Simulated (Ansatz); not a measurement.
## Y under compression and expansion

```xyz
2
Lattice="3.6515 0.0000 0.0000 -1.8257 3.1623 0.0000 0.0000 0.0000 5.7474" Properties=species:S:1:pos:R:3 pbc="T T T"
Y     0.0000    2.1082    1.4368
Y     1.8257    1.0541    4.3106
```

The cell is COD entry 1539818, as deposited and not checked against the literature; nothing was relaxed.

All numbers are computed: DFT, PBE, all-electron LAPW, scalar-relativistic (Ansatz 0.2.0); DFT, PBE, PAW with Ansatz's default frozen-core files, scalar-relativistic (Ansatz 0.2.0).

For LAPW: a Γ-centred 12×12×7 k mesh, Fermi–Dirac smearing of 0.08 eV, basis error target 0.25 meV/atom, no spin polarisation. PAW takes a cutoff of 420 eV at this cell. The Ansatz runs share mesh, smearing and spin set-up. Plane-wave (PAW) pressures include the program's estimate of the Pulay term.

The cell above is scaled evenly, with fractional coordinates and shape held.

```json
{"V/V(cell)": "0.9600", "V (Å³/atom)": "31.856", "P, LAPW (GPa)": "?", "P, PAW (GPa)": "?", "free energy over the lowest listed, PAW (meV/atom)": "?"}
{"V/V(cell)": "0.9800", "V (Å³/atom)": "32.519", "P, LAPW (GPa)": "0.52", "P, PAW (GPa)": "0.52", "free energy over the lowest listed, PAW (meV/atom)": "0.4"}
{"V/V(cell)": "1.0000", "V (Å³/atom)": "33.183", "P, LAPW (GPa)": "-0.31", "P, PAW (GPa)": "-0.31", "free energy over the lowest listed, PAW (meV/atom)": "0.0"}
{"V/V(cell)": "1.0200", "V (Å³/atom)": "33.847", "P, LAPW (GPa)": "-1.07", "P, PAW (GPa)": "-1.07", "free energy over the lowest listed, PAW (meV/atom)": "2.9"}
{"V/V(cell)": "1.0400", "V (Å³/atom)": "34.510", "P, LAPW (GPa)": "-1.76", "P, PAW (GPa)": "-1.77", "free energy over the lowest listed, PAW (meV/atom)": "8.8"}
```

Q: Fill in the row V/V(cell) = 0.9600.

A: P, LAPW (GPa) = 1.41, P, PAW (GPa) = 1.41, free energy over the lowest listed, PAW (meV/atom) = 4.4.

Q: What do Birch–Murnaghan fits to the pressures give?

A: LAPW: V0 = 32.93 Å³/atom, B0 = 40 GPa, B0′ = 3.0; PAW: V0 = 32.93 Å³/atom, B0 = 40 GPa, B0′ = 3.0.

PAW's V0 lies 0.00 % from the all-electron value and its B0 0.0 %. With shape and internal coordinates held, B0 is an upper bound to the relaxed modulus.
